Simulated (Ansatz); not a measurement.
# SiO2: a hydrostatic pressure series

How does SiO2 compress? Cell and atoms are relaxed at 5 pressures between -2 and 20 GPa.

Method: DFT r2SCAN, scalar-relativistic, plane waves, PAW, in Ansatz 0.2.0.

2 further runs of the same task are left out: 2 set aside as unsound or not needed.

## Step 1: The structure to begin with

The structure is tetragonal, space group P4_32_12 (No. 96). Conventional cell: a = 4.982 Å, b = 4.982 Å, c = 6.921 Å, α = 90.00°, β = 90.00°, γ = 90.00°. Si (site symmetry 2) has 4 O at 1.61 Å in its first shell of neighbours. O (site symmetry 1) is surrounded by 2 Si at 1.61 Å.

Coordinates:

```xyz
12
Lattice="4.9816 0.0000 0.0000 0.0000 4.9816 0.0000 0.0000 0.0000 6.9207" Properties=species:S:1:pos:R:3 pbc="T T T"
Si    0.9855    0.9855    0.0000
Si    1.5053    3.4762    5.1905
Si    3.4762    1.5053    1.7302
Si    3.9961    3.9961    3.4603
O     3.0323    3.6778    4.7140
O     1.9492    1.3038    1.2537
O     3.6778    3.0323    2.2067
O     1.1870    4.4400    6.4442
O     1.3038    1.9492    5.6670
O     0.5415    3.7946    3.9369
O     4.4400    1.1870    0.4765
O     3.7946    0.5415    2.9838
```

It goes back to an entry of the Materials Project, which need not be the stable form.

It is the result of an earlier relaxation at this level (volume 14.31 Å³/atom; gap on the mesh: 6.35 eV).

## Step 2: Relaxing at -2 GPa

input.yaml

```yaml
crystal:
  lattice:
    - [5.0137690195, 0.0, 0.0]
    - [0.0, 5.0137690195, 0.0]
    - [0.0, 0.0, 6.9654234653]
  atoms:
    - { symbol: Si, position: [0.1978203439, 0.1978203439, 0.0] }
    - { symbol: Si, position: [0.3021796561, 0.6978203439, 0.75] }
    - { symbol: Si, position: [0.6978203439, 0.3021796561, 0.25] }
    - { symbol: Si, position: [0.8021796561, 0.8021796561, 0.5] }
    - { symbol: O, position: [0.6087093138, 0.7382811328, 0.6811472772] }
    - { symbol: O, position: [0.3912906862, 0.2617188672, 0.1811472772] }
    - { symbol: O, position: [0.7382811328, 0.6087093138, 0.3188527228] }
    - { symbol: O, position: [0.2382811328, 0.8912906862, 0.9311472772] }
    - { symbol: O, position: [0.2617188672, 0.3912906862, 0.8188527228] }
    - { symbol: O, position: [0.1087093138, 0.7617188672, 0.5688527228] }
    - { symbol: O, position: [0.8912906862, 0.2382811328, 0.0688527228] }
    - { symbol: O, position: [0.7617188672, 0.1087093138, 0.4311472772] }
basis:
  ecutwfc: 500
kpoints:
  mp_grid: { grid: [6, 6, 4] }
hamiltonian:
  xc: r2scan
scf:
  occupations: { method: gaussian, width: 0.02 }
output:
  forces: true
  stress: true
  eigenvalues: true
relax:
  adjacent_minimum: "off"
  f_tol: 0.008
  max_steps: 50
  cell: { stress_tol: 0.08, p_target: -2.0 }
```

Launch:

```console
> ansatz run input.yaml --threads 2 --pin off --max-ram 5120MiB --backend cpu --events-out ev --progress --plain --runs-dir out
```

The session goes on with these runs: seeking the band edges at -2 GPa; target pressure 2 GPa; band edges over the zone at 2 GPa; 5 GPa; seeking the band edges at 5 GPa; target pressure 10 GPa; band edges over the zone at 10 GPa; 20 GPa; the gap over the whole zone at 20 GPa.

Before running it: what results should come out? Wanted: bulk modulus B0; B0'.

**Answer**, as computed:

```
                                     quantity                       value
                             volume at 20 GPa  9.66 Å³/atom, V/V0 = 0.675
bulk modulus B0 (third-order Birch-Murnaghan)                      16 GPa
                                          B0'                         5.8
                          gap at 0 and 20 GPa            6.35 eV; 6.97 eV
```

What this shows: At 20 GPa the crystal has lost 32.5 % of its volume. The points follow one equation of state, B0 = 16 GPa. The cell gives way unevenly: a -10.4 %, b -10.4 %, c -15.9 %. The gap goes from 6.35 eV at zero pressure to 6.97 eV at 20 GPa. Other structures may take over in this range; these runs cannot find them.
